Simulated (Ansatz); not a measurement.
Cu:

```
Cu
1.0
     0.00000    1.80750    1.80750
     1.80750    0.00000    1.80750
     1.80750    1.80750    0.00000
Cu
1
Cartesian
  0.0000 0.0000 0.0000
```

```yaml
Program: Ansatz 0.2.0
Task: single point
Functional: PBE
Potentials_or_basis: Ansatz PAW
Cutoff: "420 eV (not typed: the program's choice for these potentials)"
k_mesh: 13 × 13 × 13
Occupations: fermi-dirac, width 0.05 eV
Spin: no spin polarisation
```

On this cell: pressure 1.7 GPa; band gap on the k mesh none (metal or under the smearing width).

The same run follows on a disturbed copy (cell strained at random at fixed volume):

```xyz
1
Lattice="-0.0086 1.7958 1.8017 1.8230 -0.0241 1.8172 1.7953 1.7836 0.0036" Properties=species:S:1:pos:R:3 pbc="T T T"
Cu    0.0083    0.0555   -0.0414
```

Task: What does the disturbed cell give?

Result: The energy (extrapolated to zero smearing) moves by +1.6 meV/atom; pressure 1.7 GPa; band gap on the k mesh none (metal or under the smearing width).

Stress tensor (GPa, compression positive):
```
 1.66  1.61 -0.80
 1.61  1.99  0.56
-0.80  0.56  1.56
```
